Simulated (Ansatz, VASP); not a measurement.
## Two plane-wave programs on Se

```
Se
1.0
     5.36287    0.00000    0.00000
     0.00000    5.36287    0.00000
     0.00000    0.00000    5.36287
Se
8
Cartesian
  0.0000 0.0000 5.3629
  2.6814 2.6814 2.6814
  1.3407 5.3629 2.6814
  4.0221 0.0000 2.6814
  2.6814 1.3407 5.3629
  2.6814 4.0221 0.0000
  5.3629 2.6814 1.3407
  5.3629 2.6814 4.0221
```

Alike in both runs: functional LDA; k mesh 5 × 5 × 5; occupations fermi-dirac, width 0.1 eV; no spin polarisation.

Ansatz relaxed the structure, and its values are those at the end. VASP's run is a single point on that final structure, the one shown.

|  | VASP | Ansatz |
| --- | --- | --- |
| version | VASP 6.6.1 | Ansatz 0.2.0 |
| potentials or method | VASP PAW LDA potentials, release 64 (Se) | plane waves (420 eV) with PAW, scalar-relativistic |
| plane-wave cutoff (eV) | 520 | 420 |
| valence electrons in the cell | 48 | 128 |

|  | VASP | Ansatz | Ansatz less VASP |
| --- | --- | --- | --- |
| pressure (GPa) | 0.1 | 0.0 | -0.15 |

The two sets of potentials don't hold the same shells in valence. Ansatz warned: «pseudo_functional_mismatch».
